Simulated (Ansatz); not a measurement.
An input for Ansatz 0.2.0 (Sn):

File run.py:

```python
import json

import ase.io
import numpy as np

import ansatz as az

atoms = ase.io.read("POSCAR", format="vasp")
atoms.set_initial_charges([0.5] * len(atoms))

calculation = (
    az.Crystal.from_ase(atoms)
    .calculation()
    .kpoints(11, 11, 11)
    .functional("revpbe")
    .pseudopotentials(kind="nc", source="spms")
    .scf(extra_bands=14)
    .occupations(method="fermi_dirac", width=0.01)
    .wannier(mesh=(6, 6, 6), projections=(az.TrialShell(site=0, l="s"), az.TrialShell(site=0, l="p")),
        minimise=True, disentanglement_window=(-4.3, 27.7), disentanglement_frozen_window=(-1.3, 12.2),
        write_xyz=True)
    .band_table(publish=True)
)
outcome = calculation.run(threads=2, events_out="events.jsonl")

report = outcome.report
for line in open("events.jsonl"):
    event = json.loads(line)
    if event["event"] == "scf_iter":
        d = event["data"]
        print(f"SCF {d['iter']:3d}  HF = {d['harris_foulkes_ev']:.6f} eV  dr2 = {d['dr2_ev']:.2e} eV")
    elif event["event"] in ("relax_step", "md_step"):
        d = event["data"]
        print(f"{event['event']} {d['step']:3d}  E = {d['lagrangian_ev']:.6f} eV")
np.set_printoptions(precision=5, suppress=True, linewidth=110)
print("converged:", report["converged"], "after", report["n_iterations"], "iterations")
print(f"free energy {report['free_energy_ev']:.6f} eV, Fermi level {report['fermi_energy_ev']:.4f} eV")
for key in ("band_edges_ev", "magnetization_mub", "site_moments_mub", "site_moments_nc_mub", "forces_ev_ang",
                "stress_gpa"):
    if report.get(key) is not None:
        print(key, np.array(report[key]), sep="\n")
```

The input POSCAR:

```
Sn
1.0
   -1.7265390000      1.7755470000      2.3383420000
    1.7265390000     -1.7755470000      2.3383420000
    1.7265390000      1.7755470000     -2.3383420000
Sn
1
Direct
    0.0000000000      0.0000000000      0.0000000000
```

Potentials or basis: SPMS NC.

The run is started by

```sh
$ python run.py
```

Q: Does this run start?

A: The run stopped without a result. It printed:

Output:

```text
Traceback (most recent call last):
  File "run.py", line 12, in <module>
  [frames inside libraries left out]
ansatz.errors.InputError: Crystal.from_ase: the Atoms holds initial charges, the first 0.5 on atom 0, and a crystal holds none on an atom; clear them (atoms.set_initial_charges()) and state the electrons removed on the calculation, .charge(…)  [total_charge]
```
